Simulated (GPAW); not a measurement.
# InAs (F-43m) in GPAW: further runs

One crystal, InAs, is run at these levels: PBE, PW91; tasks: band structure, equation of state.

Program: GPAW 26.7.0. These are calculated values, not measurements. Logs are shortened: lines on timing, memory, paths and dates and some standing lists are left out, and cuts for length are marked. The log counts tension as positive stress, the text compression.

**Experimental background.**

A printed reference work, data compilation reports, for a bulk crystal of InAs at 4.2 K: band gap 0.418 eV (direct).

The results are compared with them further down.

### 1 The crystal as given

It takes space group F-43m (No. 216, cubic). The conventional cell has a = 6.036 Å, b = 6.036 Å, c = 6.036 Å, α = 90.00°, β = 90.00°, γ = 90.00°. In (site symmetry -43m) is surrounded by 4 As at 2.61 Å. As (site symmetry -43m) has 4 In at 2.61 Å as nearest neighbours.

### 2 Band structure, PBE, spin-orbit coupling, no magnetisation

run.py reads:

```python
import numpy as np
from ase.dft.bandgap import bandgap
from ase.io import read, write
from ase.units import GPa
from gpaw import GPAW, PW
from gpaw.spinorbit import soc_eigenstates

atoms = read('InAs.cif')

calc = GPAW(mode=PW(600),
            xc='PBE',
            kpts={'size': (6, 6, 6), 'gamma': True},
            occupations={'name': 'fermi-dirac', 'width': 0.05},
            nbands=18,
            convergence={'density': 1e-05, 'energy': 1e-05},
            maxiter=150,
            txt='gpaw.txt')
atoms.calc = calc
energy = atoms.get_potential_energy()
forces = atoms.get_forces()
stress = atoms.get_stress()
calc.write('gs.gpw')
write('result.traj', atoms)
print(f'Energy: {energy:.6f} eV')
print('Forces (eV/A):')
print(forces.round(4))
print('Stress (GPa):', (stress / GPa).round(3))
print('Fermi level:', round(calc.get_fermi_level(), 4), 'eV')
print(f'Gap: {bandgap(calc)[0]:.4f} eV, direct: {bandgap(calc, direct=True)[0]:.4f} eV')

path = atoms.cell.bandpath('GXWKGLUWLK,UX', npoints=80, eps=1e-4)
bs_calc = calc.fixed_density(kpts=path, symmetry='off', nbands=30,
                             convergence={'bands': 'CBM+6.0', 'eigenstates': 1e-6}, txt='bands.txt')
bs = bs_calc.band_structure()
bs.write('bs.json')
print(f'Gap on the path: {bandgap(bs_calc)[0]:.4f} eV')

soc = soc_eigenstates(bs_calc, theta=0, phi=0)
np.savetxt('soc_bands.dat', soc.eigenvalues(), fmt='%.4f')
mesh = soc_eigenstates('gs.gpw', theta=0, phi=0)
np.savetxt('soc_mesh.dat', mesh.eigenvalues(), fmt='%.4f')
print('Fermi level with spin-orbit coupling:', round(mesh.fermi_level, 4), 'eV')
```

InAs.cif reads:

```cif
data_InAs
_cell_length_a 4.26809653
_cell_length_b 4.26809653
_cell_length_c 4.26809653
_cell_angle_alpha 60.00000000
_cell_angle_beta 60.00000000
_cell_angle_gamma 60.00000000
_space_group_name_H-M_alt 'P1'
_space_group_name_Hall 'P 1'
_space_group_IT_number 1
loop_
_space_group_symop_operation_xyz
'x,y,z'
loop_
_atom_site_label
_atom_site_type_symbol
_atom_site_symmetry_multiplicity
_atom_site_Wyckoff_symbol
_atom_site_fract_x
_atom_site_fract_y
_atom_site_fract_z
_atom_site_occupancy
In1 In 1 a 0.0000000000 0.0000000000 0.0000000000 1
As1 As 1 a 0.7500000000 0.7500000000 0.7500000000 1
```

Potentials or basis: GPAW PAW data sets (gpaw-data 1.2.1), pw.

Run with:

```console
> OMP_NUM_THREADS=1 python run.py
```

gpaw.txt:

```text
__  _  _
 | _ |_)|_||  |
 |__||  | ||/\| - 26.7.0

Input parameters:
  mode=PW(ecut=600.0),
  convergence={'density': 1e-05, 'energy': 1e-05},
  kpts=MonkhorstPack(size=(6, 6, 6), gamma=True),
  maxiter=150,
  nbands=18,
  occupations=Occupations(name='fermi-dirac', width=0.05),
  xc=XC(name='PBE')

Diagonalizing LCAO Hamiltonian
Converting LCAO to pw mode

                          As

       In

Atoms  # Å, Bohr magnetons
|   | symbol |        x |        y |        z |    initial magnetic moments |
|---|--------|----------|----------|----------|-----------------------------|
| 0 |     In | 0.000000 | 0.000000 | 0.000000 | ( 0.0000,  0.0000,  0.0000) |
| 1 |     As | 6.402145 | 3.696280 | 2.613665 | ( 0.0000,  0.0000,  0.0000) |

Unit cell  # Å
| periodic |        x |        y |        z |  lengths |    angles |
|----------|----------|----------|----------|----------|-----------|
|      yes | 4.268097 | 0.000000 | 0.000000 | 4.268097 | 60.000000 |
|      yes | 2.134048 | 3.696280 | 0.000000 | 4.268097 | 60.000000 |
|      yes | 2.134048 | 1.232093 | 3.484886 | 4.268097 | 60.000000 |

Number of symmetries: 24
Symmetry operations  # r_c * U_cc + t_c -> r_c
|    | kind |            matrix            |
|----|------|------------------------------|
|  0 |  E   |  1, 0, 0,  0, 1, 0,  0, 0, 1 |
|  1 |  σ   |  1, 0, 0,  0, 0, 1,  0, 1, 0 |
|  2 |  σ   |  1, 0,-1,  0, 1,-1,  0, 0,-1 |
|  3 |  C3  |  1, 0,-1,  0, 0,-1,  0, 1,-1 |
|  4 |  C3  |  1,-1, 0,  0,-1, 1,  0,-1, 0 |
|  5 |  σ   |  1,-1, 0,  0,-1, 0,  0,-1, 1 |
|  6 |  σ   |  0, 1, 0,  1, 0, 0,  0, 0, 1 |
|  7 |  C3  |  0, 1, 0,  0, 0, 1,  1, 0, 0 |
|  8 |  C2  |  0, 1,-1,  1, 0,-1,  0, 0,-1 |
|  9 |  S4  |  0, 1,-1,  0, 0,-1,  1, 0,-1 |
| 10 |  C3  |  0, 0, 1,  1, 0, 0,  0, 1, 0 |
| 11 |  σ   |  0, 0, 1,  0, 1, 0,  1, 0, 0 |
| 12 |  S4  |  0, 0,-1,  1, 0,-1,  0, 1,-1 |
| 13 |  C3  |  0, 0,-1,  0, 1,-1,  1, 0,-1 |
| 14 |  S4  |  0,-1, 1,  1,-1, 0,  0,-1, 0 |
| 15 |  C2  |  0,-1, 1,  0,-1, 0,  1,-1, 0 |
| 16 |  C3  |  0,-1, 0,  1,-1, 0,  0,-1, 1 |
| 17 |  S4  |  0,-1, 0,  0,-1, 1,  1,-1, 0 |
| 18 |  S4  | -1, 1, 0, -1, 0, 1, -1, 0, 0 |
| 19 |  C3  | -1, 1, 0, -1, 0, 0, -1, 0, 1 |
| 20 |  C3  | -1, 0, 1, -1, 1, 0, -1, 0, 0 |
| 21 |  S4  | -1, 0, 1, -1, 0, 0, -1, 1, 0 |
| 22 |  σ   | -1, 0, 0, -1, 1, 0, -1, 0, 1 |
| 23 |  C2  | -1, 0, 0, -1, 0, 1, -1, 1, 0 |

BZ-sampling:
  Number of BZ points: 216
  Number of IBZ points: 16

  Monkhorst-Pack size: [6, 6, 6]
  Monkhorst-Pack shift: [0.08333333333333333, 0.08333333333333333, 0.08333333333333333]

K-points  # in reciprocal-cell coordinates
|     |                                coordinates |     weight |
|-----|--------------------------------------------|------------|
|   0 | (  0.00000000,   0.00000000,   0.00000000) | 0.00462963 |
|   1 | (  0.16666667,   0.16666667,   0.00000000) | 0.02777778 |
|   2 | (  0.16666667,   0.16666667,   0.16666667) | 0.03703704 |
|   3 | (  0.33333333,   0.16666667,   0.16666667) | 0.05555556 |
|   4 | (  0.33333333,   0.33333333,  -0.33333333) | 0.05555556 |
|   5 | (  0.33333333,   0.33333333,   0.00000000) | 0.02777778 |
|   6 | (  0.33333333,   0.33333333,   0.16666667) | 0.11111111 |
|   7 | (  0.33333333,   0.33333333,   0.33333333) | 0.03703704 |
|   8 | (  0.50000000,   0.33333333,  -0.33333333) | 0.11111111 |
|   9 | (  0.50000000,   0.33333333,  -0.16666667) | 0.05555556 |
| ... |                                            |            |
|  15 | (  0.50000000,   0.50000000,   0.50000000) | 0.01851852 |

Plane wave coefficients: 1853
Cutoff: 600.0 eV

Spin-components: 1 (collinear spins)
Bands:           18
Projectors:      11
Spin-degeneracy: 2
Datatype:        complex128

Parallelization:
  kpt:    1
  domain: 1
  band:   1

Density:
  Valence electrons: 18.0
  Components: 1
  Grid points: [25 25 25]
  Charge: 0.0  # |e|

Potential:
  Grid points: [25 25 25]

species:
  In:
    name:    Indium
    Z:       49.0
    valence: 13
    core:    36
    charge:  0.0  # [|e|]
    compensation charges:
      type: gauss
      rc: 0.36  # [Å]
      lmax: 2
    cutoffs:
      filter: 2.09  # [Å]
      core: 2.48  # [Å]
    projectors
    | kind |    occ | energy [eV] | rcut [Å] |
    |------|--------|-------------|----------|
    |   5s |  2.000 |      -8.203 |    1.185 |
    |   5p |  1.000 |      -2.521 |    1.244 |
    |   4d | 10.000 |     -18.629 |    1.148 |
    |    s |        |      19.008 |    1.185 |
    |    p |        |      24.691 |    1.244 |
    |    d |        |       8.583 |    1.148 |

    Using partial waves for In as LCAO basis

  As:
    name:    Arsenic
    Z:       33.0
    valence: 5
    core:    28
    charge:  0.0  # [|e|]
    compensation charges:
      type: gauss
      rc: 0.33  # [Å]
      lmax: 2
    cutoffs:
      filter: 1.87  # [Å]
      core: 2.96  # [Å]
    projectors
    | kind |    occ | energy [eV] | rcut [Å] |
    |------|--------|-------------|----------|
    |   4s |  2.000 |     -14.487 |    1.058 |
    |   4p |  3.000 |      -5.196 |    1.058 |
    |    s |        |      12.725 |    1.058 |
    |    p |        |      22.016 |    1.058 |
    |    d |        |       0.000 |    1.058 |

    Using partial waves for As as LCAO basis

Reference energy: -221478.393260  # eV

eigensolver:
  PPCG
  Converge bands: occupied
  niter=2

density mixing:
  MSR1-Mixer
  Pratt-step length: 0.05
  Maximum mixing coefficient: 0.75
  Old densities: 10
  SVD Regularization: 0.005
  Good broyden scale: 1.0
  Trust region scale: 1.0
  Backstep threshold: 4.0
  History deletion threshold: 6.0
  Fourier metric: weight=20.0, sigma=0.015

occupation numbers:
  Fermi-Dirac:
    width: 0.0500  # eV

poisson solver:
  ecut: 4800.0  # eV

xc functional:
  name: PBE with 2 nearest neighbor stencil

convergence criteria:
- Maximum integral of absolute [dens]ity change: 1e-05 electrons / valence electron
- Maximum [total energy] change in last 3 cyles: 1e-05 eV / valence electron
- Maximum integral of absolute [eigenst]ate change: 4e-08 eV^2 / valence electron
maximum number of iterations: 150

SCF iterations
|iter     | |      energy | eigst |  dens |
|---------|-|-------------|-------|-------|
|iter:   1| |   -8.106194 | -0.34 |       |
|iter:   2| |   -8.060748 | -2.36 | -1.17 |
|iter:   3| |   -7.888193 | -1.93 | -1.21 |
|iter:   4| |   -7.889349 | -3.31 | -1.80 |
|iter:   5| |   -7.889476 | -4.10 | -2.32 |
|iter:   6| |   -7.889505c| -5.64 | -3.12 |
|iter:   7| |   -7.889508c| -6.67 | -3.56 |
|iter:   8| |   -7.889508c| -8.15c| -4.62 |
|iter:   9| |   -7.889508c| -8.39c| -5.36c|

Converged in 9 steps
Energy contributions relative to reference atoms: (reference = -221478.393260)

Energy contributions:
  Kinetic:          27.099913
  Coulomb:         -24.791716
  Zero:              0.139211
  External:          0.000000
  Xc:              -10.336433
  Entropy:          -0.000967
  Spinorbit:         0.000000
  ----------------------------
  Free energy:      -7.889991
  Extrapolated:     -7.889508

dipole moment: (-24.212321, -13.978990, -9.884639)  # |e|*Ang

Fermi level: 4.946
Eigenvalues  # (at kpt = [0.000, 0.000, 0.000])
| band index |      eig [eV] | occ [0-2] |
|------------|---------------|-----------|
|          0 |        -9.407 |     2.000 |
|        ... |               |           |
|          2 |        -9.407 |     2.000 |
|          3 |        -9.278 |     2.000 |
|          4 |        -9.278 |     2.000 |
|          5 |        -6.986 |     2.000 |
|          6 |         4.747 |     1.964 |
|          7 |         4.909 |     1.354 |
[... 8 lines left out ...]
|         16 |        15.400 |     0.000 |
|         17 |        15.400 |     0.000 |

No gap
No difference between direct/indirect transitions

Forces  # eV/Ang
|        x |        y |        z |
|----------|----------|----------|
| -0.00000 | -0.00000 |  0.00000 |  # In   0
| -0.00000 | -0.00000 | -0.00000 |  # As   1

Stress tensor  # eV/Ang^3
|         x |         y |         z |
|-----------|-----------|-----------|
| -0.025652 |  0.000000 | -0.000000 |
|  0.000000 | -0.025652 | -0.000000 |
| -0.000000 |  0.000000 | -0.025652 |

# Writing to gs.gpw (mode='')
```

Wall time 43 s (1 thread of Arm Neoverse V1, shared host); peak memory 0.3 GiB.

Results:

| Item | Value |
| --- | --- |
| Free energy | -7.8900 eV |
| Pressure | 4.1 GPa |
| Band gap along the path | none (metal or under the smearing width) |

Levels at the corners of the path, in eV from the Fermi level:
```csv
point,band 16,band 17,band 18,band 19,band 20,band 21
Γ,-0.28,0.00,0.00,0.00,0.00,3.42
X,-2.48,-2.48,-2.48,1.41,1.41,1.95
W,-3.10,-3.06,-2.96,4.01,4.17,4.20
K,-3.43,-2.10,-2.10,1.98,1.99,4.14
Γ,-0.28,0.00,0.00,0.00,0.00,3.42
L,-1.26,-1.00,-1.00,0.84,0.84,4.45
U,-3.43,-2.10,-2.10,1.98,1.99,4.14
W,-3.10,-3.06,-2.96,4.01,4.17,4.20
L,-1.26,-1.00,-1.00,0.84,0.84,4.45
K,-3.43,-2.10,-2.10,1.98,1.99,4.14
U,-3.43,-2.10,-2.10,1.98,1.99,4.14
X,-2.48,-2.48,-2.48,1.41,1.41,1.95
```

Caveat: spin-orbit coupling was added after a scalar SCF, so levels and gaps hold it while energy, forces, pressure and moments don't; this program's spin-orbit splittings come out too wide for heavy elements; this crystal is a semiconductor, whose small gap the functional closes, so the metal is an error of the method.

(Continued in part 2 of 2.)
